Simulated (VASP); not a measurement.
Runs of VASP 6.6.1 on Te2Pt (Moncheite). The structure is trigonal, space group P-3m1 (No. 164). The conventional cell has a = 4.010 Å, b = 4.010 Å, c = 5.201 Å, α = 90.00°, β = 90.00°, γ = 120.00°. Pt (site symmetry -3m) has 6 Te at 2.66 Å as nearest neighbours. Around Te (site symmetry 3m) lie 3 Pt at 2.66 Å. 

```tsv
level	potentials or basis	spin	cell	k mesh	cutoff (eV)	smearing	ladder	mesh quality	gap on the mesh (eV)	pressure (GPa)	largest force (eV/Å)
PBE	VASP PAW PBE potentials, release 64 (Pt_GW, Te_GW)	off	as given	4 × 4 × 3	450	gaussian 0.02 eV	-	coarse	none	8.2	0.77
PBE	VASP PAW PBE potentials, release 64 (Pt_GW, Te_GW)	off	as given	8 × 8 × 5	550	gaussian 0.05 eV	-	not flagged	none	8.2	0.94
PBEsol	VASP PAW PBE potentials, release 64 (Pt, Te)	off	as given	8 × 8 × 5	520	fermi-dirac 0.05 eV	free	not flagged	none	(a)	0.75
revPBE+D3(BJ)	VASP PAW PBE potentials, release 64 (Pt, Te)	SOC, no magnetisation	volume scaled by 0.92	6 × 6 × 4	520	gaussian 0.1 eV	-	not flagged	-	15.1	(b)
```

Alike in all rows: task single point.

Question: Fill in the values left out.

Answer: (a) 4.0; (b) 2.36.

Caveats: some runs use coarse meshes; the PAW data sets were made with another functional, which shifts forces and pressure a little (some runs).

A k mesh can miss the band edges, and rows without SOC leave out spin-orbit coupling on Pt, Te.

A gap of «none» marks a metal or a gap under the smearing width.
